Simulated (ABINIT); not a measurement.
Runs of ABINIT 10.8.3 (patched build) on ZrC. The structure is cubic, space group Fm-3m (No. 225). The conventional cell has a = 4.730 Å, b = 4.730 Å, c = 4.730 Å, α = 90.00°, β = 90.00°, γ = 90.00°. Around Zr (site symmetry m-3m) lie 6 C at 2.37 Å. C (site symmetry m-3m) is surrounded by 6 Zr at 2.37 Å. 

```csv
task,level,potentials or basis,cell,k mesh,cutoff (eV),cell freedom (optcell),optimiser (ionmov),cutoff smearing ecutsm (Ha),force stop (Ha/bohr),bands in the sums,mesh quality,gap on the mesh (eV),pressure (GPa),relaxed volume (Å³/atom)
relaxation of cell and atoms,LDA,PseudoDojo NC SR LDA v0.4.1 standard,relaxed,8 × 8 × 8,1116,2,2,0.5,2e-05,-,not flagged,none,0.0,12.52
single point,PBE,PseudoDojo NC SR PBE v0.4.1 standard,as given,8 × 8 × 8,844,-,-,-,-,-,not flagged,none,-,-
single point,PBE,PseudoDojo NC SR PBE v0.4.1 standard,cell relaxed,8 × 8 × 8,1116,-,-,-,-,-,not flagged,none,-0.1,-
phonons,PBE,PseudoDojo NC SR PBE v0.4.1 standard,cell relaxed at zero pressure by an earlier run,"6 × 6 × 6, with 4 shifts",1116,-,-,0.5,-,-,not flagged,-,(a),-
relaxation of cell and atoms,PBEsol,JTH PAW PBE v2.0,relaxed,8 × 8 × 8,517,2,2,0.5,2e-05,-,not flagged,none,0.0,(b)
single point,LDA,PseudoDojo NC SR LDA v0.4.1 standard,as given,8 × 8 × 8,844,-,-,-,-,-,not flagged,none,-,-
relaxation of cell and atoms,PBEsol,PseudoDojo NC SR PBEsol v0.4.1 standard,relaxed,8 × 8 × 8,1116,2,2,0.5,2e-05,-,not flagged,none,0.0,12.74
relaxation of cell and atoms,PBE,PseudoDojo NC SR PBE v0.4.1 standard,relaxed,8 × 8 × 8,1116,2,2,0.5,2e-05,-,not flagged,none,0.0,13.06
single point,LDA,PseudoDojo NC SR LDA v0.4.1 standard,cell relaxed,8 × 8 × 8,1116,-,-,-,-,-,not flagged,none,-0.1,-
```

Alike in all rows: no spin polarisation; smearing fermi-dirac 0.05 eV.

Question: Fill in the values left out.

Answer: (a) 0.1; (b) 12.72.

Caveats: the PAW data sets were made with another functional, which shifts forces and pressure a little (some runs).

A k mesh can miss the band edges, and the runs leave out spin-orbit coupling on Zr.

A gap of «none» marks a metal or a gap under the smearing width.
